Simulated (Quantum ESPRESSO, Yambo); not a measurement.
# SiC (F-43m): G0W0 in Yambo against the bands, part 2 of 2

Aim: move the bands of a G0W0 run on SiC (F-43m) over a wide range.

Yambo 5.3.0; PBE and many-body steps on it, plane waves. Known limits of the many-body steps: not at the basis limit; coarse k mesh.

So far. Step 4 (65 bands): Against the run before, the gap moves by +0.098 eV.

### 5. 117 bands

Level of this step: G0W0 on PBE, plane waves, norm-conserving pseudopotentials (Yambo).

gw4.in

```
HF_and_locXC
gw0
dyson
ppa
em1d
rim_cut
RandQpts= 1000000
RandGvec= 1 RL
EXXRLvcs= 74 Ry
VXCRLvcs= 296 Ry
Chimod= "HARTREE"
% BndsRnXp
 1 | 117 |
%
NGsBlkXp= 15.5 Ry
% LongDrXp
 1 | 1 | 1 |
%
% GbndRnge
 1 | 117 |
%
DysSolver= "n"
ExtendOut
PPAPntXp= 27.21138 eV
% QPkrange
 1 | 1 | 3 | 6 |
 7 | 7 | 3 | 6 |
%
```

Run with:

```bash
> OMP_NUM_THREADS=1 mpirun -n 4 yambo -F gw4.in -J gw4 -C gw4 > gw4.log
```

Output:

```text
 Yambo, version 5.3.0

 [02] CORE Variables Setup
 =========================

  [... cell, symmetries and grids as in the set-up ...]

  [02.05] Energies & Occupations
  ==============================

  [X] === General ===
  [X] Electronic Temperature                        :  0.000000  0.000000 [eV K]
  [X] Bosonic    Temperature                        :  0.000000  0.000000 [eV K]
  [X] Finite Temperature mode                       : no
  [X] El. density                                   :  0.38662E+24 [cm-3]
[...]
QP @ state[ 1 ] b range                          :   3   6
   QP @ state[ 2 ] K range                          :   7   7
   QP @ state[ 2 ] b range                          :   3   6
   GF energies kind                                 : Perdew, Burke & Ernzerhof(X)+Perdew, Burke & Ernzerhof(C)
   GF WF`s kind                                     : Perdew, Burke & Ernzerhof(X)+Perdew, Burke & Ernzerhof(C)
   Xs energies kind                                 : Perdew, Burke & Ernzerhof(X)+Perdew, Burke & Ernzerhof(C)
   Xs WF`s kind                                     : Perdew, Burke & Ernzerhof(X)+Perdew, Burke & Ernzerhof(C)

 [11] Game Over & Game summary
```

The job ended after 32 s (4 MPI ranks of Arm Neoverse V1, shared host; peak memory 1.3 GiB; 2 min of CPU time).

This step gave:

```
G0W0 gap on the points computed              : 2.096 eV
starting gap on the mesh                     : 1.361 eV
k of the valence top                         : 0, 0, 0
k of the conduction bottom                   : 0, -0.5, -0.5
least direct G0W0 gap on the computed points : 5.595 eV
```

Against the run before, the gap moves by +0.069 eV.

### 6. 178 bands

gw5.in, as its differences from gw4.in of step 5:

```diff
@@ -12,3 +12,3 @@
 % BndsRnXp
- 1 | 117 |
+ 1 | 178 |
 %
@@ -19,3 +19,3 @@
 % GbndRnge
- 1 | 117 |
+ 1 | 178 |
 %
```

Run with:

```bash
> OMP_NUM_THREADS=1 mpirun -n 4 yambo -F gw5.in -J gw5 -C gw5 > gw5.log
```

Output:

```text
 Yambo, version 5.3.0

 [02] CORE Variables Setup
 =========================

  [... cell, symmetries and grids as in the set-up ...]

  [02.05] Energies & Occupations
  ==============================

  [X] === General ===
  [X] Electronic Temperature                        :  0.000000  0.000000 [eV K]
  [X] Bosonic    Temperature                        :  0.000000  0.000000 [eV K]
  [X] Finite Temperature mode                       : no
  [X] El. density                                   :  0.38662E+24 [cm-3]
[...]
QP @ state[ 1 ] b range                          :   3   6
   QP @ state[ 2 ] K range                          :   7   7
   QP @ state[ 2 ] b range                          :   3   6
   GF energies kind                                 : Perdew, Burke & Ernzerhof(X)+Perdew, Burke & Ernzerhof(C)
   GF WF`s kind                                     : Perdew, Burke & Ernzerhof(X)+Perdew, Burke & Ernzerhof(C)
   Xs energies kind                                 : Perdew, Burke & Ernzerhof(X)+Perdew, Burke & Ernzerhof(C)
   Xs WF`s kind                                     : Perdew, Burke & Ernzerhof(X)+Perdew, Burke & Ernzerhof(C)

 [11] Game Over & Game summary
```

It took 45 s on 4 MPI ranks; peak memory 1.3 GiB.

This step gave:

* G0W0 gap on the points computed: 2.124 eV
* starting gap on the mesh: 1.361 eV
* k of the valence top: 0, 0, 0
* k of the conduction bottom: 0, -0.5, -0.5
* least direct G0W0 gap on the computed points: 5.610 eV

Against the run before, the gap moves by +0.028 eV.

### 7. 248 bands

gw6.in, as its differences from gw5.in of step 6:

```diff
@@ -12,3 +12,3 @@
 % BndsRnXp
- 1 | 178 |
+ 1 | 248 |
 %
@@ -19,3 +19,3 @@
 % GbndRnge
- 1 | 178 |
+ 1 | 248 |
 %
```

Run with:

```bash
> OMP_NUM_THREADS=1 mpirun -n 4 yambo -F gw6.in -J gw6 -C gw6 > gw6.log
```

Output:

```text
 Yambo, version 5.3.0

 [02] CORE Variables Setup
 =========================

  [... cell, symmetries and grids as in the set-up ...]

  [02.05] Energies & Occupations
  ==============================

  [X] === General ===
  [X] Electronic Temperature                        :  0.000000  0.000000 [eV K]
  [X] Bosonic    Temperature                        :  0.000000  0.000000 [eV K]
  [X] Finite Temperature mode                       : no
  [X] El. density                                   :  0.38662E+24 [cm-3]
[...]
QP @ state[ 1 ] b range                          :   3   6
   QP @ state[ 2 ] K range                          :   7   7
   QP @ state[ 2 ] b range                          :   3   6
   GF energies kind                                 : Perdew, Burke & Ernzerhof(X)+Perdew, Burke & Ernzerhof(C)
   GF WF`s kind                                     : Perdew, Burke & Ernzerhof(X)+Perdew, Burke & Ernzerhof(C)
   Xs energies kind                                 : Perdew, Burke & Ernzerhof(X)+Perdew, Burke & Ernzerhof(C)
   Xs WF`s kind                                     : Perdew, Burke & Ernzerhof(X)+Perdew, Burke & Ernzerhof(C)

 [11] Game Over & Game summary
```

The job ended after 62 s (4 MPI ranks; peak memory 1.4 GiB).

This step gave:

```yaml
g0w0_gap_on_the_points_computed: 2.135 eV
starting_gap_on_the_mesh: 1.361 eV
k_of_the_valence_top: 0, 0, 0
k_of_the_conduction_bottom: 0, -0.5, -0.5
least_direct_g0w0_gap_on_the_computed_points: 5.615 eV
```

Against the run before, the gap moves by +0.011 eV.

### 8. Side by side

Times are wall times on 4 MPI ranks of Arm Neoverse V1, shared host, good to a factor of about two.

| run | mesh | bands | screening cutoff (eV) | DFT gap (eV) | gap on the mesh (eV) | direct (eV) | time |
| --- | --- | --- | --- | --- | --- | --- | --- |
| 18 bands | 4×4×4 | 18 | 210.9 | 1.361 | 1.870 | 5.528 | 7.5 s |
| 34 bands | 4×4×4 | 34 | 210.9 | 1.361 | 1.929 | 5.515 | 11 s |
| 65 bands | 4×4×4 | 65 | 210.9 | 1.361 | 2.026 | 5.559 | 19 s |
| 117 bands | 4×4×4 | 117 | 210.9 | 1.361 | 2.096 | 5.595 | 32 s |
| 178 bands | 4×4×4 | 178 | 210.9 | 1.361 | 2.124 | 5.610 | 45 s |
| 248 bands | 4×4×4 | 248 | 210.9 | 1.361 | 2.135 | 5.615 | 62 s |

### 9. Results

- 18 bands: 1.870 eV
- 34 bands: 1.929 eV
- 65 bands: 2.026 eV
- 117 bands: 2.096 eV
- 178 bands: 2.124 eV
- 248 bands: 2.135 eV
- known limits: not at the basis limit; coarse k mesh

In words: The setting moved: bands. From 18 bands to 248 bands the gap moves by +0.26 eV, for 8.3 times the time. The last step still moves it by +0.011 eV. Bands and screening cutoff are coupled, so a series along one setting does not show full convergence. Bands and cutoff are finite, so the gap is not at the basis limit. The miss can reach some tenths of an eV and take either sign; the mesh is an error of its own. In the G0W0 runs levels were corrected at 2 k points alone, so a gap called «on the mesh» is the least over those, and an edge elsewhere would be missed. The 4×4×4 mesh is coarse for this cell, which bears on the long-range parts of exchange and screening.

[Paths, hosts, dates, memory and timing lines, banners, echoed tables and standing remarks are left out of the program output.]

[Logs are printed without paths, hosts, clocks, repeated set-up lines and the standing remarks that a program may print on its own settings, such as how far it seeks lower states.]

[Runs of the session that timed out or met a known fault of the program may be left out.]

[Hosts, paths, dates, database ids (printed as entryN), source tags and the programs' standing remarks are cut or masked in the printed files.]
